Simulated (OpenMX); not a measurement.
SnSe2 under changes of volume

One of the cells (25.726 Å³/atom); the others are scaled copies at fixed shape and fractional positions:

```xyz
3
Lattice="3.8110 0.0000 0.0000 -1.9055 3.3004 0.0000 0.0000 0.0000 6.1360" Properties=species:S:1:pos:R:3 pbc="T T T"
Sn    0.0000    0.0000    0.0000
Se    1.9055    1.1001    4.6081
Se    0.0000    2.2003    1.5279
```

* Program: OpenMX 3.8.5
* Functional: LDA
* Potentials or basis: OpenMX 2013 LDA set, Sn7.0-s3p2d2, Se7.0-s3p2d2, fixed grid of 45 × 45 × 84 points
* k mesh: 9 × 9 × 5
* Occupations: fermi-dirac, width 0.05 eV
* Spin: no spin polarisation

```tsv
volume (Å³/atom)	energy over the lowest point (meV/atom)	gap on the mesh (eV)	largest force (eV/Å)
24.182	?	?	?
24.697	29.00	0.62	1.231
25.212	13.96	0.60	0.995
25.726	4.51	0.57	0.778
26.241	0.00	0.55	0.578
26.755	0.01	0.53	0.391
27.270	4.06	0.50	0.218
```

What does the run at 24.182 Å³/atom give?

Energy over the lowest point 50.28 meV/atom; gap on the mesh 0.64 eV; largest force 1.484 eV/Å.

Worked out: A Birch-Murnaghan fit of order 3 (a polynomial in V^(-2/3)) to the other rows has its minimum at 26.50 Å³/atom with B0 = V·E''(V) = 68 GPa and B' = 4.4 at fixed shape and positions, which overstates the stiffness. It gives 50.20 meV/atom at 24.182 Å³/atom, against the run's 50.28. A straight line through the other rows of the gap, of slope -1.2 eV per unit of ln V, extrapolates to 0.65 eV, against the run's 0.64.

Energies are extrapolated to zero smearing.

Caveats: the basis has few d functions beyond the semicore shells, which can make volumes several per cent too large; spin-orbit coupling is left out, which moves the levels of the heavy elements; an odd mesh through Γ misses points on the zone boundary, where band edges often lie; the basis of atomic orbitals isn't converged, which shifts pressures, moduli and gaps; forces of over 1 eV/Å show positions far from the minimum, so gaps and moduli don't describe the material at rest (some runs).
